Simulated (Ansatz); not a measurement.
# Si (bcc type): how the settings move a single-point run

Aim: see which settings change the result for Si (bcc type), by how much, and at what cost.

Method: reference: DFT, PBE, all-electron PAW with datasets made for the crystal, scalar-relativistic, in Ansatz 0.2.0.

1 further run of the same task is left out (for a known fault of the program).

## 1. The structure to begin with

The structure is cubic, space group Im-3m (No. 229). Conventional cell: a = 2.362 Å, b = 2.362 Å, c = 2.362 Å, α = 90.00°, β = 90.00°, γ = 90.00°. Around Si (site symmetry m-3m) lie 8 Si at 2.05 Å.

As a file:

```xyz
1
Lattice="-1.1810 1.1810 1.1810 1.1810 -1.1810 1.1810 1.1810 1.1810 -1.1810" Properties=species:S:1:pos:R:3 pbc="T T T"
Si    0.0000    0.0000    0.0000
```

## 2. The reference run

Contents of input.yaml:

```yaml
crystal:
  lattice:
    - [-1.1810192421, 1.1810192421, 1.1810192421]
    - [1.1810192421, -1.1810192421, 1.1810192421]
    - [1.1810192421, 1.1810192421, -1.1810192421]
  atoms:
    - { symbol: Si, position: [0.0, 0.0, 0.0] }
kpoints:
  mp_grid: { grid: [17, 17, 17] }
scf:
  occupations: { method: fermi_dirac, width: 0.05 }
hamiltonian:
  xc: pbe
  pseudopotentials: { kind: all_electron, datasets: crystal }
output:
  forces: true
  stress: true
  eigenvalues: true
```

Command:

```console
$ ansatz run input.yaml --threads 1 --pin off --max-ram 2048MiB --backend cpu --events-out ev --progress --plain --runs-dir out
```

Excerpt of the output:

```text
[...]
Basis set: ecut = 360 eV, 87 PW (Γ), exchange–correlation on 30×30×30 points (8 copies of the dense FFT grid, shifted against one another)
[...]
k-points: 165 of 4913
[...]
SCF iter   1: F=—  HF=-7886.773078 eV  |F-HF|=—  |Δ(HF+E_count)|=         —  Δρ=5.05e-2  dr2=9.93e-2  ethr=2.31e-3  ⟨swp⟩=3.2  Hψ=7189  notcnv=0
preconditioner: auto → none  [metal: Δε(μ)=0.074 eV  Ē_g=26.254 eV  σ=0.050 eV  W_gap=0.33  n_scr=0 (ndim 8)  ℏωp=28.9 eV  f_vac=0.000  D(μ)=0.36/eV (n_scr^D=0)]
SCF iter   2: F=—  HF=-7886.814593 eV  |F-HF|=—  |Δ(HF+E_count)|=   4.15e-2  Δρ=2.61e-2  dr2=2.67e-2  ethr=2.31e-3  ⟨swp⟩=2.3  Hψ=2356  notcnv=0  defer=6
[...]
SCF iter   5: F=—  HF=-7886.804153 eV  |F-HF|=—  |Δ(HF+E_count)|=   6.10e-5  Δρ=9.74e-6  dr2=3.14e-9  ethr=8.57e-7  ⟨swp⟩=2.0  Hψ=2326  notcnv=0  defer=1
SCF iter   6: F=-7886.804153 eV  HF=-7886.804153 eV  |F-HF|=6.37e-12  |Δ(HF+E_count)|=   1.57e-8  Δρ=9.38e-7  dr2=2.23e-11  ethr=7.84e-11  ⟨swp⟩=3.0  Hψ=1781  notcnv=0  defer=1
[...]
SCF converged after 6 iterations
Free energy (F): -7886.804152 eV
[...]
E sigma→0 (E₀):  -7886.802843 eV
[...]
Fermi energy:    29.107448 eV
[...]
  P = ⅓ Tr σ = 390.0611 GPa (3900.611 kbar)
[...]
```

It took 2.7 s on 1 thread of Intel Xeon 6975P-C (Granite Rapids), shared host; peak memory 0.32 GiB.

## 3. Changing settings: mp_grid.shift [0.5, 0.5, 0.5], preconditioner kerker

input.yaml, as its differences from that of step 2:

```diff
@@ -8,5 +8,6 @@
 kpoints:
-  mp_grid: { grid: [17, 17, 17] }
+  mp_grid: { grid: [17, 17, 17], shift: [0.5, 0.5, 0.5] }
 scf:
   occupations: { method: fermi_dirac, width: 0.05 }
+  mixing: { preconditioner: kerker }
 hamiltonian:
```

Command:

```console
$ ansatz run input.yaml --threads 1 --pin off --max-ram 2048MiB --backend cpu --events-out ev --progress --plain --runs-dir out
```

Standard output, cut to the lines that bear on the results:

```text
[...]
band count auto-derived: 7 (N_el = 4.0; filled up to band 2; 6 by the electrons, moments and atoms)
[...]
Pseudopotentials: kind: all_electron
Pseudopotential: Si, paw, valence charge 12, recommended cutoff 360 eV (normal), Koelling and Harmon's equation, gaussian nucleus
Functional definition: PBE
[...]
Crystal: 1 atoms, lattice volume = 6.589 Å³
Basis set: ecut = 360 eV, 87 PW (Γ), exchange–correlation on 30×30×30 points (8 copies of the dense FFT grid, shifted against one another)
Bands: 7, of which v1, the nominal top of the filled ones, is band 2 counted from 1 (1 counted from 0)
Symmetry: 48 space group operations
Space group: Im-3m (ITA 229), of the structure as read, at distance tolerance 1.9e-5 Å
k-points: 165 of 4913
[...]
SCF iter   1: F=—  HF=-7886.779004 eV  |F-HF|=—  |Δ(HF+E_count)|=         —  Δρ=5.07e-2  dr2=1.00e-1  ethr=2.35e-3  ⟨swp⟩=3.1  Hψ=7168  notcnv=0
[...]
SCF iter   6: F=-7886.810640 eV  HF=-7886.810640 eV  |F-HF|=8.10e-9  |Δ(HF+E_count)|=   5.10e-8  Δρ=5.83e-6  dr2=9.94e-10  ethr=1.95e-8  ⟨swp⟩=2.4  Hψ=1574  notcnv=0  defer=1
14 of the run's printed levels, from 57.70 eV on, may lie off, as they stand: their residual norms reach 6.6 eV (residual_norms_ev in the JSON report holds each one's)
[...]
SCF converged after 6 iterations
Free energy (F): -7886.810640 eV
[...]
E sigma→0 (E₀):  -7886.809614 eV
Entropy (-TS):   -0.002052 eV (-2.052 meV/atom)
Past the cutoff: the bands carry plane waves up to 1.75 times it, of which those up to 1.5 times it add -0.000062 eV an atom, each by itself; the spheres take 0.000049 eV an atom off the energy for waves past 1.75 times it
By the cutoff:   a pressure is off by up to 0.011 GPa (1.2 times the spheres' own share and the shells' term, over an atom's volume, and 0.004 GPa: a bound that held against runs at twice the plane waves)
Past the cutoffs: a stress includes 0.0075 GPa for waves and charges beyond them, in addition to the slope of what the spheres take
In the spheres:  the bands' charges fall short by 7.3e-8 e at most (sound up to 1e-3), those of shells solved beside the bands by 5.8e-8 e (sound up to 5e-4)
Fermi energy:    29.209068 eV
[...]
  The terms above E_closure are by the made datasets' own strengths, without shells solved beside the bands.
--- Forces (eV/Å), atoms counted from 1 ---
  atom   1  Si    -0.00000000     0.00000000    -0.00000000
[...]
--- Stress (GPa, compression-positive) ---
      388.799880      -0.000000       0.000000
       -0.000000     388.799880      -0.000000
        0.000000      -0.000000     388.799880
  P = ⅓ Tr σ = 388.7999 GPa (3887.999 kbar)
  It holds what live shells' own plane waves past their cutoff add
--- Band table (eV; the first three rows and the last of 165) ---
  k-point 0: bands = ["5.8513", "44.4540", "44.4540", "45.3269", "50.3994", "50.3994"]
[...]
```

It took 2.7 s on 1 thread of Intel Xeon 6975P-C (Granite Rapids), shared host; peak memory 0.31 GiB.

Changing the k-point mesh and mixing moves the energy by -6.5 meV/atom, and the pressure goes from 390.1 to 388.8 GPa. Sampling errors of the energy have no fixed sign. Of the settings changed, the mesh is the one that moves energies this far.

## 4. Variant: mp_grid.grid [21, 21, 21], occupations.method tetrahedron, mixing.algorithm msr1, mixing.beta 0.9, mixing.ndim 2, width left out

input.yaml, as its differences from that of step 2:

```diff
@@ -8,5 +8,6 @@
 kpoints:
-  mp_grid: { grid: [17, 17, 17] }
+  mp_grid: { grid: [21, 21, 21] }
 scf:
-  occupations: { method: fermi_dirac, width: 0.05 }
+  occupations: { method: tetrahedron }
+  mixing: { algorithm: msr1, beta: 0.9, ndim: 2 }
 hamiltonian:
```

Command:

```console
$ ansatz run input.yaml --threads 1 --pin off --max-ram 2048MiB --backend cpu --events-out ev --progress --plain --runs-dir out
```

Standard output, cut to the lines that bear on the results:

```text
Warning: output.forces, output.stress, relax.cell or npt_langevin: where a Kohn–Sham band that disperses or a degenerate level is filled in part under the method tetrahedron, the forces or the stress that this run publishes need not agree with its energy (scf.occupations.method in the [...]
Pseudopotentials: kind: all_electron
Pseudopotential: Si, paw, valence charge 12, recommended cutoff 360 eV (normal), Koelling and Harmon's equation, gaussian nucleus
Functional definition: PBE
[...]
davidson cushion auto → on  (no smearing: the cushion is to keep the highest requested band from converging to the state above it; pin scf.eigensolver.cushion to override)
Crystal: 1 atoms, lattice volume = 6.589 Å³
Basis set: ecut = 360 eV, 87 PW (Γ), exchange–correlation on 30×30×30 points (8 copies of the dense FFT grid, shifted against one another)
Bands: 6, of which v1, the nominal top of the filled ones, is band 2 counted from 1 (1 counted from 0)
Symmetry: 48 space group operations
[...]
Past the cutoffs: a stress includes 0.0075 GPa for waves and charges beyond them, in addition to the slope of what the spheres take
In the spheres:  the bands' charges fall short by 1.1e-7 e at most (sound up to 1e-3), those of shells solved beside the bands by 5.8e-8 e (sound up to 5e-4)
Fermi energy:    29.097770 eV
[...]
  The terms above E_closure are by the made datasets' own strengths, without shells solved beside the bands.
--- Forces (eV/Å), atoms counted from 1 ---
  atom   1  Si    -0.00000000     0.00000000     0.00000000
[...]
--- Stress (GPa, compression-positive) ---
      388.444408       0.000000       0.000000
        0.000000     388.444408      -0.000000
        0.000000      -0.000000     388.444408
  P = ⅓ Tr σ = 388.4444 GPa (3884.444 kbar)
  It holds what live shells' own plane waves past their cutoff add
--- Band table (eV; the first three rows and the last of 286) ---
  k-point 0: bands = ["5.5845", "45.9425", "45.9425", "45.9425", "51.7304", "51.7304"]
[...]
  guard bands above this table: 0 of the run's 6 bands, where the rule asks 2: the bands that hold charge and the lowest empty level above them stay in the table. A level can be missing at the table's top as with no guard band: raise scf.n_extra_bands
```

It took 4.4 s on 1 thread of Intel Xeon 6975P-C (Granite Rapids), shared host; peak memory 0.34 GiB.

Changing the k-point mesh, smearing and mixing moves the energy by -1.0 meV/atom (σ→0 values), and the pressure goes from 390.1 to 388.4 GPa. More than one kind of setting changed, and this run alone doesn't tell their shares apart. Cost: 4.4 s against 2.7 s.

## 5. Comparison

```csv
run,ending,energy change,pressure (GPa),gap (eV),force (eV/Å),cycles,time
reference,converged,0,390.1,0.00,0.00,6,2.7 s
"1: mp_grid.shift [0.5, 0.5, 0.5], preconditioner kerker",converged,-6.5 meV/atom,388.8,0.00,0.00,6,2.7 s
"2: mp_grid.grid [21, 21, 21], occupations.method tetrahedron, mixing.algorithm msr1, mixing.beta 0.9, mixing.ndim 2, width left out",converged,-1.0 meV/atom (σ→0),388.4,0.00,0.00,6,4.4 s
```

Residual by cycle in the longest SCF loop of each run; runs are numbered as in the table. The quantity is the density residual dr2, in eV.

```csv
cycle,reference,run 1,run 2
1,0.0993,0.1,0.101
2,0.0267,0.0459,0.0019
3,2.1e-4,0.00414,5.6e-5
4,3.4e-5,0.0011,4.0e-7
5,3.1e-9,7.8e-7,5.0e-9
6,2.2e-11,9.9e-10,1.0e-10
```

What this shows: The pressure spans 388.4 to 390.1 GPa over the reference and the converged variants. The structure is not at rest: the sound run finds 390 GPa, so these are no properties of the relaxed crystal. 
